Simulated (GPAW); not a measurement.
**KF (Carobbiite): one start, several treatments of the self-energy**

Wanted: the gap of KF (Carobbiite) under several approximations, with cost.

Calculated with GPAW 26.7.0; PBE and many-body steps on it, plane waves.

## 1. Set-up

It takes space group Fm-3m (No. 225, cubic). Conventional cell: a = 5.344 Å, b = 5.344 Å, c = 5.344 Å, α = 90.00°, β = 90.00°, γ = 90.00°. Nearest to K lie 6 F at 2.67 Å. Nearest to F lie 6 K at 2.67 Å. Farther neighbours and most contacts between anions are not listed.

Structure file:

```cif
data_structure
_symmetry_space_group_name_H-M 'P 1'
_symmetry_Int_Tables_number 1
_cell_length_a 3.7786
_cell_length_b 3.7786
_cell_length_c 3.7786
_cell_angle_alpha 60.000
_cell_angle_beta 60.000
_cell_angle_gamma 60.000
_cell_volume 38.15
loop_
_atom_site_label
_atom_site_type_symbol
_atom_site_fract_x
_atom_site_fract_y
_atom_site_fract_z
_atom_site_occupancy
K1 K 0.00000 0.00000 0.00000 1
F2 F 0.50000 0.50000 0.50000 1
```

The cell and positions come from the Crystallography Open Database and are kept as given unless a step says otherwise.

## 2. Empty states on the mesh, 6×6×6 mesh, 96 bands

This step: GPAW 26.7.0; DFT, PBE, plane waves, PAW.

The sums over transitions need many empty states on a uniform mesh; this step solves for them.

Contents of run.py:

```python
import json
import numpy as np
from gpaw.mpi import world
from gpaw import GPAW

calc = GPAW('gs.gpw').fixed_density(kpts={'size': (6, 6, 6), 'gamma': True},
    parallel={'domain': 1, 'band': 1},
    txt='nscf.txt')
calc.diagonalize_full_hamiltonian(nbands=96)
calc.write('full.gpw', mode='all')
res = {}
kpts = calc.get_ibz_k_points()
res['kpts'] = kpts
res['eigenvalues'] = [calc.get_eigenvalues(kpt=k) for k in range(len(kpts))]
res['n_electrons'] = calc.get_number_of_electrons()

if world.rank == 0:
    with open('result.json', 'w') as f:
        json.dump(res, f, default=lambda x: x.tolist())
```

Command:

```console
$ mpirun -n 4 gpaw python run.py
```

Numbers of over 12 decimals in the logs are rounded to 6 here.

The program printed:

```text
Diagonalizing LCAO Hamiltonian
Converting LCAO to pw mode
convergence criteria:
- Maximum integral of absolute [eigenst]ate change: 4e-08 eV^2 / valence electron
maximum number of iterations: 100

SCF iterations
|iter     |     time |      energy | eigst |  dens |
|iter:   1|  |             | +2.36 |       |
|iter:   2|  |             | +1.43 |       |
|iter:   3|  |             | +0.25 |       |
[...]
|iter:  10|  |             | -5.87 |       |
|iter:  11|  |             | -6.57 |       |
|iter:  12|  |             | -7.41c|       |
SCF steps: 12
  __  _  _
 | _ |_)|_||  |
 |__||  | ||/\| - 26.7.0

Input parameters:
  mode=PW(ecut=600.0),
  convergence={'density': 1e-06, 'bands': -3},
  gpts=array([24, 24, 24]),
  kpts=MonkhorstPack(size=(6, 6, 6), gamma=True),
  maxiter=100,
  nbands=15,
  occupations=Occupations(name='fermi-dirac', width=0.001, fixmagmom=False),
  parallel={'domain': 1, 'band': 1},
  xc=XC(name='PBE')
Matrix size: 1303x1303
# Writing to full.gpw (mode='all')
  [... matrices ...]

timing:  # [seconds]
  Total: 11.452  # ━━━━━━━━━━━━━━━━━━━━━━━━━━━━━━━━━━━━━━━━━━━━━━━━━━━━━━━━━━
```

It took 21 s on 4 MPI ranks of Intel Xeon Platinum 8488C (Sapphire Rapids), shared host; peak memory 1.2 GiB; 81 s of CPU time.

Numbers from this step:

```
gap                                                           : 6.182 eV
k of the valence top                                          : 0, 0, 0
k of the conduction bottom                                    : 0, 0, 0
least direct gap                                              : 6.182 eV
k points computed                                             : 16
lowest point of the top converged band, above the valence top : 95.7536 eV
```

On this mesh the gap is 6.182 eV.

## 3. G0W0, Godby-Needs plasmon pole

G0W0 replaces the xc potential by the self-energy, built once from these orbitals. Only a window of levels is corrected, while the sums run over the empty bands that the input names.

This step: G0W0 on PBE, plane waves, PAW.

Contents of run.py:

```python
import json
import numpy as np
from gpaw.mpi import world
from gpaw.response.g0w0 import G0W0

gw = G0W0('full.gpw',
    filename='gw',
    kpts=[0],
    bands=(6, 10),
    ecut=100,
    nbands=86,
    integrate_gamma='WS',
    ppa=True)
gw.calculate()
res = {mode: {k: v for k, v in r.items() if k != 'sigma_eskwn'}
       for mode, r in gw.all_results.items()}

if world.rank == 0:
    with open('result.json', 'w') as f:
        json.dump(res, f, default=lambda x: x.tolist())
```

Command:

```console
$ mpirun -n 4 gpaw python run.py
```

The program printed:

```text
Using integrator: PointIntegrator
FrequencyGridDescriptor(from 0.000+0.000j to 0.000+27.211j eV, 2 points)
Nonperiodic BCs:  [False False False]
Using integrator: PointIntegrator
FrequencyGridDescriptor(from 0.000+0.000j to 0.000+27.211j eV, 2 points)
Nonperiodic BCs:  [False False False]
  ___  _ _ _
 |   || | | |
 | | || | | |
 |__ ||_____|
 |___|

BZ k-points: Symmetries present (total): 48

  [... matrices ...]
216 k-points: 6 x 6 x 6 Monkhorst-Pack grid + [1/12,1/12,1/12]
16 k-points in the irreducible part of the Brillouin zone
       k-points in crystal coordinates                weights
   0:     0.00000000    0.00000000    0.00000000          1/216
   1:     0.16666667    0.16666667    0.00000000          6/216
   2:     0.16666667    0.16666667    0.16666667          8/216
   3:     0.33333333    0.16666667    0.16666667         12/216
   4:     0.33333333    0.33333333   -0.33333333         12/216
   5:     0.33333333    0.33333333    0.00000000          6/216
   6:     0.33333333    0.33333333    0.16666667         24/216
   7:     0.33333333    0.33333333    0.33333333          8/216
   8:     0.50000000    0.33333333   -0.33333333         24/216
   9:     0.50000000    0.33333333   -0.16666667         12/216
          ...
  15:     0.50000000    0.50000000    0.50000000          4/216

Distributing spins, k-points and bands (1 x 1 x 4) over 4 processes
Number of blocks: 1

Quasi particle states:
k-points (IBZ indices): [0]
Band range: (6, 10)
  [... matrices ...]
Computational parameters:
Plane wave cut-off: 100 eV
Number of bands: 86
Coulomb cutoff: None
Broadening: 0.1 eV

fxc modes: GW
Kernel: RPA
Using Godby-Needs plasmon-pole approximation:
  Fitting energy: i*E0, E0 = 1.000 Hartree
Summing all q:

Calculating screened Coulomb potential
No Coulomb truncation
FrequencyGridDescriptor(from 0.000+0.000j to 0.000+27.211j eV, 2 points)
Removing empty qpoint cache files...

Calculating chi0 body with:
    Ground state adapter containing:
    Number of spins: 1
    Number of kpoints: 216
    Number of irreducible kpoints: 16
    Number of completely occupied states: 8
    Number of partially occupied states: 8
    Occupied states memory: 1.6875 M / cpu

    Linear response parametrization:
    q_c: [1.3877787807814457e-17, 1.3877787807814457e-17, 1.3877787807814457e-17]
    Number of frequency points: 2
    Planewave cutoff: 100.0
    Number of bands: 86
    Number of planewaves: 65
    Broadening (eta): 1e-06
    comm.size: 4
    kncomm.size: 4
    blockcomm.size: 1

    Memory estimate of potentially large arrays:
        chi0_wGG: 0.128937 M / cpu
Integrating chi0 body.

Symmetries of q_c:
    Direct symmetries (Uq -> q): 48
    Indirect symmetries (TUq -> q): 0
In total 48 allowed symmetries.

  [... matrices ...]
16 groups of equivalent kpoints. 92.592593% reduction.

Integral kind: response function
Integrating chi0 head and wings.

Symmetries of q_c:
    Direct symmetries (Uq -> q): 48
    Indirect symmetries (TUq -> q): 0
In total 48 allowed symmetries.

  [... matrices ...]
16 groups of equivalent kpoints. 92.592593% reduction.

Integral kind: response function wings

Calculating chi0 body with:
    Ground state adapter containing:
    Number of spins: 1
    Number of kpoints: 216
    Number of irreducible kpoints: 16
    Number of completely occupied states: 8
    Number of partially occupied states: 8
[... the further q-points ...]

Results:
f:      Occupation numbers
eps:     KS-eigenvalues [eV]
vxc:     KS vxc [eV]
exx:     Exact exchange [eV]
sigma:   Self-energies [eV]
dsigma:  Self-energy derivatives
Z:       Renormalization factors
qp:      QP-energies [eV]

k-point 0 (0): (0.000, 0.000, 0.000)                GW
band       f     eps     vxc     exx   sigma  dsigma       Z      qp
                                                                   GW
   6   1.000  -0.351 -23.011 -30.632   4.782  -0.234   0.811  -2.653
   7   1.000  -0.351 -23.011 -30.632   4.782  -0.234   0.811  -2.653
   8   0.000   5.830  -8.812  -4.829  -2.816  -0.110   0.901   6.881
   9   0.000  10.304 -11.318  -5.387  -2.991  -0.117   0.895  12.936
```

The job ended after 2 min (4 MPI ranks; peak memory 1.4 GiB).

This step gave:

| Quantity | Value |
| --- | --- |
| G0W0 gap on the points computed | 9.534 eV |
| least direct G0W0 gap on the computed points | 9.534 eV |
| Z at the valence top | 0.8107 |
| Z at the conduction bottom | 0.9011 |
| starting gap on the mesh | 6.182 eV |
| k of the valence top | 0, 0, 0 |
| k of the conduction bottom | 0, 0, 0 |

The gap on the mesh goes from 6.18 eV to 9.53 eV, a correction of +3.35 eV.

## 4. G0W0, full frequency, Hilbert transform

Edit run.py of step 3 so:

```diff
@@ -12,3 +12,5 @@
     integrate_gamma='WS',
-    ppa=True)
+    frequencies={'type': 'nonlinear', 'domega0': 0.1, 'omega2': 15.0},
+    eta=0.1,
+    nblocksmax=True)
 gw.calculate()
```

Command:

```console
$ mpirun -n 4 gpaw python run.py
```

The program printed:

```text
Using integrator: PointIntegrator
NonLinearFrequencyDescriptor(from 0.000 to 121.535 eV, 280 points)
Nonperiodic BCs:  [False False False]
Using integrator: PointIntegrator
NonLinearFrequencyDescriptor(from 0.000 to 121.535 eV, 280 points)
Nonperiodic BCs:  [False False False]
  ___  _ _ _
 |   || | | |
 | | || | | |
 |__ ||_____|
 |___|

BZ k-points: Symmetries present (total): 48

  [... matrices ...]
216 k-points: 6 x 6 x 6 Monkhorst-Pack grid + [1/12,1/12,1/12]
16 k-points in the irreducible part of the Brillouin zone
       k-points in crystal coordinates                weights
   0:     0.00000000    0.00000000    0.00000000          1/216
   1:     0.16666667    0.16666667    0.00000000          6/216
   2:     0.16666667    0.16666667    0.16666667          8/216
[...]
9:     0.50000000    0.33333333   -0.16666667         12/216
          ...
  15:     0.50000000    0.50000000    0.50000000          4/216

Distributing spins, k-points and bands (1 x 1 x 4) over 1 process
Number of blocks: 4

Quasi particle states:
k-points (IBZ indices): [0]
Band range: (6, 10)
  [... matrices ...]
Computational parameters:
Plane wave cut-off: 100 eV
Number of bands: 86
Coulomb cutoff: None
Broadening: 0.1 eV

fxc modes: GW
Kernel: RPA
Using full-frequency real axis integration
Summing all q:

Calculating screened Coulomb potential
No Coulomb truncation
NonLinearFrequencyDescriptor(from 0.000 to 121.535 eV, 280 points)
Removing empty qpoint cache files...

Calculating chi0 body with:
    Ground state adapter containing:
    Number of spins: 1
    Number of kpoints: 216
    Number of irreducible kpoints: 16
    Number of completely occupied states: 8
    Number of partially occupied states: 8
    Occupied states memory: 1.6875 M / cpu

    Linear response parametrization:
    q_c: [1.3877787807814457e-17, 1.3877787807814457e-17, 1.3877787807814457e-17]
    Number of frequency points: 280
    Planewave cutoff: 100.0
    Number of bands: 86
    Number of planewaves: 65
    Broadening (eta): 0.1
    comm.size: 4
    kncomm.size: 1
    blockcomm.size: 4

    Memory estimate of potentially large arrays:
        chi0_wGG: 4.512787 M / cpu
Integrating chi0 body.

Symmetries of q_c:
    Direct symmetries (Uq -> q): 48
    Indirect symmetries (TUq -> q): 0
In total 48 allowed symmetries.

  [... matrices ...]
16 groups of equivalent kpoints. 92.592593% reduction.

Integral kind: spectral function
Integrating chi0 head and wings.

Symmetries of q_c:
    Direct symmetries (Uq -> q): 48
    Indirect symmetries (TUq -> q): 0
In total 48 allowed symmetries.

  [... matrices ...]
16 groups of equivalent kpoints. 92.592593% reduction.

Integral kind: spectral function wings

Calculating chi0 body with:
    Ground state adapter containing:
    Number of spins: 1
    Number of kpoints: 216
    Number of irreducible kpoints: 16
    Number of completely occupied states: 8
    Number of partially occupied states: 8
[... the further q-points ...]

Results:
f:      Occupation numbers
eps:     KS-eigenvalues [eV]
vxc:     KS vxc [eV]
exx:     Exact exchange [eV]
sigma:   Self-energies [eV]
dsigma:  Self-energy derivatives
Z:       Renormalization factors
qp:      QP-energies [eV]

k-point 0 (0): (0.000, 0.000, 0.000)                GW
band       f     eps     vxc     exx   sigma  dsigma       Z      qp
                                                                   GW
   6   1.000  -0.351 -23.011 -30.632   4.773  -0.236   0.809  -2.655
   7   1.000  -0.351 -23.011 -30.632   4.773  -0.236   0.809  -2.655
   8   0.000   5.830  -8.812  -4.829  -2.795  -0.114   0.898   6.897
   9   0.000  10.304 -11.318  -5.387  -2.996  -0.138   0.878  12.882
```

Run time: 2.8 min. Hardware: 4 MPI ranks; peak memory 1.4 GiB; 11 min of CPU time.

This step gave:

```yaml
g0w0_gap_on_the_points_computed: 9.552 eV
least_direct_g0w0_gap_on_the_computed_points: 9.552 eV
z_at_the_valence_top: 0.8089
z_at_the_conduction_bottom: 0.8979
starting_gap_on_the_mesh: 6.182 eV
k_of_the_valence_top: 0, 0, 0
k_of_the_conduction_bottom: 0, 0, 0
```

Against G0W0 in GPAW (6×6×6 mesh, 86 bands, screening to 100 eV, Godby-Needs plasmon pole), the gap moves by +0.017 eV.

## 5. G0W0, multipole

Edit run.py of step 4 so:

```diff
@@ -12,5 +12,3 @@
     integrate_gamma='WS',
-    frequencies={'type': 'nonlinear', 'domega0': 0.1, 'omega2': 15.0},
-    eta=0.1,
-    nblocksmax=True)
+    mpa={'npoles': 4, 'wrange': [0, 40], 'varpi': 20.0, 'eta0': 0.01, 'eta_rest': 1.0, 'alpha': 1})
 gw.calculate()
```

Command:

```console
$ mpirun -n 4 gpaw python run.py
```

The program printed:

```text
Using integrator: PointIntegrator
FrequencyGridDescriptor(from 0.000+0.010j to 40.000+20.000j eV, 8 points)
Nonperiodic BCs:  [False False False]
Using integrator: PointIntegrator
FrequencyGridDescriptor(from 0.000+0.010j to 40.000+20.000j eV, 8 points)
Nonperiodic BCs:  [False False False]
  ___  _ _ _
 |   || | | |
 | | || | | |
 |__ ||_____|
 |___|

BZ k-points: Symmetries present (total): 48

  [... matrices ...]
216 k-points: 6 x 6 x 6 Monkhorst-Pack grid + [1/12,1/12,1/12]
16 k-points in the irreducible part of the Brillouin zone
[...]
Results:
f:      Occupation numbers
eps:     KS-eigenvalues [eV]
vxc:     KS vxc [eV]
exx:     Exact exchange [eV]
sigma:   Self-energies [eV]
dsigma:  Self-energy derivatives
Z:       Renormalization factors
qp:      QP-energies [eV]

k-point 0 (0): (0.000, 0.000, 0.000)                GW
band       f     eps     vxc     exx   sigma  dsigma       Z      qp
                                                                   GW
   6   1.000  -0.351 -23.011 -30.632   4.870  -0.271   0.787  -2.516
   7   1.000  -0.351 -23.011 -30.632   4.870  -0.271   0.787  -2.516
   8   0.000   5.830  -8.812  -4.829  -2.800  -0.119   0.894   6.887
   9   0.000  10.304 -11.318  -5.387  -2.973  -0.136   0.880  12.908
```

It took 3.7 min on 4 MPI ranks; peak memory 1.4 GiB.

Numbers from this step:

| Property | Result |
| --- | --- |
| G0W0 gap on the points computed | 9.403 eV |
| least direct G0W0 gap on the computed points | 9.403 eV |
| starting gap on the mesh | 6.182 eV |
| k of the valence top | 0, 0, 0 |
| k of the conduction bottom | 0, 0, 0 |

Against G0W0 in GPAW (6×6×6 mesh, 86 bands, screening to 100 eV, Godby-Needs plasmon pole), the gap moves by −0.131 eV.

## 6. Side by side

Times are wall times on 4 MPI ranks of Intel Xeon Platinum 8488C (Sapphire Rapids), shared host, good to a factor of about two.

| run | mesh | bands | screening cutoff (eV) | DFT gap (eV) | gap on the mesh (eV) | direct (eV) | time |
| --- | --- | --- | --- | --- | --- | --- | --- |
| G0W0, Godby-Needs plasmon pole | 6×6×6 | 86 | 100 | 6.182 | 9.534 | 9.534 | 2 min |
| G0W0, full frequency, Hilbert transform | 6×6×6 | 86 | 100 | 6.182 | 9.552 | 9.552 | 2.8 min |
| G0W0, multipole | 6×6×6 | 86 | 100 | 6.182 | 9.403 | 9.403 | 3.7 min |

## 7. Summary of results

```json
{
 "G0W0, Godby-Needs plasmon pole": "9.534 eV",
 "G0W0, full frequency, Hilbert transform": "9.552 eV",
 "G0W0, multipole": "9.403 eV",
 "known limits": "not at the basis limit"
}
```

G0W0, full frequency, Hilbert transform: +0.017 eV against G0W0, Godby-Needs plasmon pole. G0W0, multipole: −0.131 eV against G0W0, Godby-Needs plasmon pole. Bands and cutoff are finite, so the gap is not at the basis limit. The miss can reach some tenths of an eV and take either sign; the mesh is an error of its own. These stock PAW sets were not made for GW. In the G0W0 runs levels were corrected at 1 k point alone, so a gap called «on the mesh» is the least over those, and an edge elsewhere would be missed.

[Paths, hosts, dates, memory and timing lines, banners, echoed tables and standing remarks are left out of the program output.]

[Logs are printed without paths, hosts, clocks, repeated set-up lines and the standing remarks that a program may print on its own settings, such as how far it seeks lower states.]

[Runs of the session that timed out or met a known fault of the program may be left out.]

[Hosts, paths, dates, database ids (printed as entryN), source tags and the programs' standing remarks are cut or masked in the printed files.]
